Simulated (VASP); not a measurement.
**Cu: single point with LDA**

Slab: Cu, a slab with vacuum.

```
Cu
1.0
     7.46705    0.00000    0.00000
     0.00000    7.46705    0.00000
     0.00000    0.00000   15.52000
Cu
28
Direct
  0.00000 0.00000 0.38660
  0.33333 0.00000 0.38660
  0.66667 0.00000 0.38660
  0.00000 0.33333 0.38660
  0.33333 0.33333 0.38660
  0.66667 0.33333 0.38660
  0.00000 0.66667 0.38660
  0.33333 0.66667 0.38660
  0.66667 0.66667 0.38660
  0.16759 0.16667 0.49648
  0.50002 0.16668 0.49671
  0.83247 0.16667 0.49647
  0.16712 0.49954 0.49636
  0.50000 0.49912 0.49647
  0.83289 0.49956 0.49635
  0.16713 0.83380 0.49637
  0.50000 0.83424 0.49648
  0.83288 0.83378 0.49635
  0.00001 0.00073 0.60659
  0.32987 0.99653 0.60858
  0.67017 0.99650 0.60856
  0.00002 0.33263 0.60659
  0.32986 0.33682 0.60857
  0.67020 0.33686 0.60855
  0.00002 0.66667 0.60533
  0.33408 0.66667 0.60659
  0.66597 0.66668 0.60659
  0.50012 0.16672 0.70475
```

The cell was built by a generator and needn't be a form met in nature.

```yaml
Program: VASP 6.6.1
Task: single point
Functional: LDA
Potentials_or_basis: VASP PAW LDA potentials, release 64 (Cu)
Cutoff: 520 eV
k_mesh: 3 × 3 × 1
Occupations: gaussian, width 0.1 eV
Spin: no spin polarisation
Dipole_correction: no
Further_INCAR_settings: LREAL = Auto; ALGO = Fast; EDIFF = 1e-06; NBANDS = 174
```

* Largest force: 0.059 eV/Å
* Band gap on the k mesh: none (metal or under the smearing width)

Forces in eV/Å, atoms in the order of the input:
```
Cu   0.001 -0.005 -0.057
Cu  -0.016 -0.016  0.011
Cu   0.016 -0.016  0.011
Cu   0.001  0.004 -0.056
Cu  -0.016  0.014  0.009
Cu   0.017  0.014  0.008
Cu   0.001  0.001 -0.038
Cu  -0.006  0.001 -0.058
Cu   0.006  0.001 -0.058
Cu   0.006  0.001 -0.010
Cu  -0.001  0.000  0.015
Cu  -0.007  0.001 -0.009
Cu   0.002  0.001 -0.006
Cu   0.000 -0.005 -0.010
Cu  -0.001  0.000 -0.005
Cu   0.002 -0.002 -0.006
Cu   0.000  0.004 -0.010
Cu  -0.001 -0.001 -0.005
Cu   0.000 -0.004  0.027
Cu  -0.014 -0.014  0.019
Cu   0.015 -0.014  0.020
Cu   0.000  0.001  0.027
Cu  -0.014  0.017  0.019
Cu   0.014  0.016  0.020
Cu   0.000  0.000  0.029
Cu  -0.004  0.000  0.027
Cu   0.003  0.000  0.026
Cu  -0.002  0.000  0.058
```

Levels at points of the mesh, in eV from the Fermi level:
```csv
k point,band 151,band 152,band 153,band 154,band 155,band 156,band 157,band 158,band 159,band 160
"(0.00, 0.00, 0.00)",-1.19,-0.99,-0.97,-0.92,-0.92,0.43,1.07,1.07,1.22,1.29
```

Run time: 20 min on 1 thread of Intel(R) Xeon(R) 6975P-C (Granite Rapids) (shared host), peak memory 0.81 GiB.
